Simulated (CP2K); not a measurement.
The system is ZrS2.

```
Zr S
1.0
     3.69138    0.00000    0.00000
    -1.84569    3.19683    0.00000
     0.00000    0.00000    6.04108
Zr S
1 2
Direct
  0.00000 0.00000 0.00000
  0.33333 0.66667 0.23791
  0.66667 0.33333 0.76209
```

The cell is a database's computed one.

Base run:

| Item | Value |
| --- | --- |
| Program | CP2K 2026.2 |
| Functional | PBE |
| Potentials or basis | GTH_POTENTIALS Zr GTH-PBE-q12, S GTH-PBE-q6; DZVP-MOLOPT-SR-GTH basis |
| Density cutoff | 6123 eV |
| k mesh | 6 × 6 × 4 |
| Occupations | fermi-dirac, width 0.05 eV |
| Spin | no spin polarisation |
| Hubbard terms | Zr d U = 6.0 eV |

Its results: band gap on the k mesh 2.18 eV, indirect (least direct gap 2.48 eV); largest force 0.025 eV/Å.

Q: After a change of settings the same cell gave: band gap on the k mesh 1.41 eV, indirect (least direct gap 1.84 eV); largest force 0.028 eV/Å. Which change was it?
A. hubbard terms from Zr d U = 6.0 eV to Zr d U = 8.0 eV
B. hubbard terms from Zr d U = 6.0 eV to Zr d U = 2.0 eV
C. hubbard terms from Zr d U = 6.0 eV to none

A: B.

Caveats: this program's U acts on Mulliken populations of all basis functions of the shell, so it isn't the U of plane-wave codes; energies scatter by some meV and the pressure isn't listed; the basis of atomic orbitals isn't converged, which shifts pressures, moduli and gaps.
